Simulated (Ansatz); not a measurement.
PbS built on the wurtzite prototype (it has left that coordination), relaxed with r2SCAN: 5 runs in Ansatz, each a calculation of independent-particle optics. It is hexagonal, P6_3mc (No. 186); conventional cell a = 4.997 Å, c = 5.998 Å, 32.42 Å³ an atom. Around Pb lie 5 S at 2.89–3.02 Å; around S lie 5 Pb at 2.89–3.02 Å. (Calculated; non-magnetic; the phase may be known or hypothetical.)

```
CELL_PARAMETERS angstrom
4.99703 0.00000 0.00000
-2.49852 4.32755 0.00000
0.00000 0.00000 5.99770
ATOMIC_POSITIONS crystal
Pb 0.33333 0.66667 0.93592
Pb 0.66667 0.33333 0.43592
S 0.33333 0.66667 0.43908
S 0.66667 0.33333 0.93908
```

On meshes this coarse, single peaks can be features of the mesh. No local fields, no excitons; the zone sum runs over the cells of the mesh, and ε∞ includes the bands left out of the spectrum. Up to four peaks are listed, those above 15 % of the tallest and inside the complete range; the four can differ from row to row.

```tsv
functional	k mesh	broadening (eV)	scissors (eV)	range (eV)	direct gap on the mesh before scissors (eV)	ε∞ xx	ε∞ yy	ε∞ zz	complete up to (eV)	tallest peaks of mean ε₂ (eV)
PBE	6×6×4	0.1	0.00	0–13	1.42	8.86	8.86	13.20	2.5	2.25
r2SCAN	6×6×4	0.1	0.00	0–13	1.72	8.00	8.00	11.16	2.7	2.50
LDA	6×6×4	0.1	0.00	0–13	1.28	9.50	9.50	14.70	2.4	2.10
PBE	6×6×4	0.1	0.56 (to HSE06)	0–13	1.42	7.90	7.90	11.27	3.1	2.80
PBE+SOC	6×6×4	0.1	0.00	0–13	0.72	10.20	10.20	16.78	2.8	1.95 2.35
```

Only the levels marked +SOC include spin-orbit coupling.
